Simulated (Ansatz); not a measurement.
# Ge under compression and expansion

```cif
data_structure
_symmetry_space_group_name_H-M 'P6_3/mmc'
_symmetry_Int_Tables_number 194
_cell_length_a 2.9760
_cell_length_b 2.9760
_cell_length_c 5.0535
_cell_angle_alpha 90.000
_cell_angle_beta 90.000
_cell_angle_gamma 120.000
_cell_volume 38.76
loop_
_atom_site_label
_atom_site_type_symbol
_atom_site_symmetry_multiplicity
_atom_site_Wyckoff_symbol
_atom_site_fract_x
_atom_site_fract_y
_atom_site_fract_z
_atom_site_occupancy
Ge1 Ge 2 c 0.33333 0.66667 0.25000 1
```

The runs use the primitive cell with vectors (2.976, 0.000, 0.000), (-1.488, 2.577, 0.000), (0.000, 0.000, 5.053) Å, to which the k mesh refers.

The cell was built from the hcp type and relaxed in the same program, and has space group P6_3/mmc; it needn't be a known or the stable phase.

All numbers are computed: DFT, PBE, all-electron LAPW, scalar-relativistic (Ansatz 0.2.0); DFT, PBE, PAW with Ansatz's default frozen-core files, scalar-relativistic (Ansatz 0.2.0).

For LAPW: a Γ-centred 15×15×8 k mesh, Fermi–Dirac smearing of 0.05 eV, basis error target 0.5 meV/atom, no spin polarisation. PAW takes a cutoff of 420 eV at this cell. The Ansatz runs share mesh, smearing and spin set-up. Plane-wave (PAW) pressures include the program's estimate of the Pulay term.

The cell above is scaled evenly, with fractional coordinates and shape held.

```json
{"V/V(cell)": "0.9405", "V (Å³/atom)": "18.227", "P, LAPW (GPa)": "4.58", "P, PAW (GPa)": "4.54", "free energy over the lowest listed, PAW (meV/atom)": "15.4"}
{"V/V(cell)": "0.9700", "V (Å³/atom)": "18.798", "P, LAPW (GPa)": "2.14", "P, PAW (GPa)": "2.11", "free energy over the lowest listed, PAW (meV/atom)": "3.7"}
{"V/V(cell)": "1.0000", "V (Å³/atom)": "19.380", "P, LAPW (GPa)": "0.02", "P, PAW (GPa)": "-0.01", "free energy over the lowest listed, PAW (meV/atom)": "0.0"}
{"V/V(cell)": "1.0300", "V (Å³/atom)": "19.961", "P, LAPW (GPa)": "?", "P, PAW (GPa)": "?", "free energy over the lowest listed, PAW (meV/atom)": "?"}
{"V/V(cell)": "1.0600", "V (Å³/atom)": "20.543", "P, LAPW (GPa)": "-3.34", "P, PAW (GPa)": "-3.37", "free energy over the lowest listed, PAW (meV/atom)": "12.9"}
```

(1) Fill in the row V/V(cell) = 1.0300.

(2) What do Birch–Murnaghan fits to the pressures give?

## Answers

(1) P, LAPW (GPa) = -1.79, P, PAW (GPa) = -1.82, free energy over the lowest listed, PAW (meV/atom) = 3.4.

(2) LAPW: V0 = 19.39 Å³/atom, B0 = 65 GPa, B0′ = 4.2; PAW: V0 = 19.38 Å³/atom, B0 = 65 GPa, B0′ = 4.2.
